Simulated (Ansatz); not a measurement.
# CdTe under changes of volume

One of the cells (32.922 Å³/atom); the others are scaled copies at fixed shape and fractional positions:

```xyz
2
Lattice="0.0000 3.2050 3.2050 3.2050 0.0000 3.2050 3.2050 3.2050 0.0000" Properties=species:S:1:pos:R:3 pbc="T T T"
Te    4.8075    4.8075    4.8075
Cd    0.0000    0.0000    0.0000
```

```yaml
Program: Ansatz 0.2.0
Functional: PBE0
Potentials_or_basis: Ansatz PAW
Cutoff: "420 eV (not typed: the program's choice for these potentials)"
k_mesh: 4 × 4 × 4
Occupations: fermi-dirac, width 0.05 eV
Spin: no spin polarisation
```

```tsv
volume (Å³/atom)	energy over the lowest point (meV/atom)	pressure (GPa)	gap on the mesh (eV)
30.947	89.14	7.3	2.63
31.605	61.98	5.9	2.56
32.263	40.39	4.6	2.48
32.922	23.94	3.4	2.41
33.580	11.97	2.4	2.34
34.239	?	?	?
34.897	0.00	0.6	2.20
```

Q: What does the run at 34.239 Å³/atom give?

A: Energy over the lowest point 4.16 meV/atom; pressure 1.4 GPa; gap on the mesh 2.27 eV.

Worked out: A Birch-Murnaghan fit of order 3 (a polynomial in V^(-2/3)) to the other rows has its minimum at 35.40 Å³/atom, just outside them, with B0 = V·E''(V) = 40 GPa and B' = 4.6. It gives 4.14 meV/atom at 34.239 Å³/atom, against the run's 4.16, and -dE/dV = 1.4 GPa, against 1.4. A straight line through the other rows of the gap, of slope -3.59 eV per unit of ln V (its deformation potential), gives 2.27 eV, against the run's 2.27.

Energies are extrapolated to zero smearing.

Caveats: some runs use coarse meshes; spin-orbit coupling is left out, which moves the levels of the heavy elements; the PAW data sets come from PBE, with cores solved anew for the run's functional, which leaves a small shift of forces and pressure; the thresholds are loose for stress.
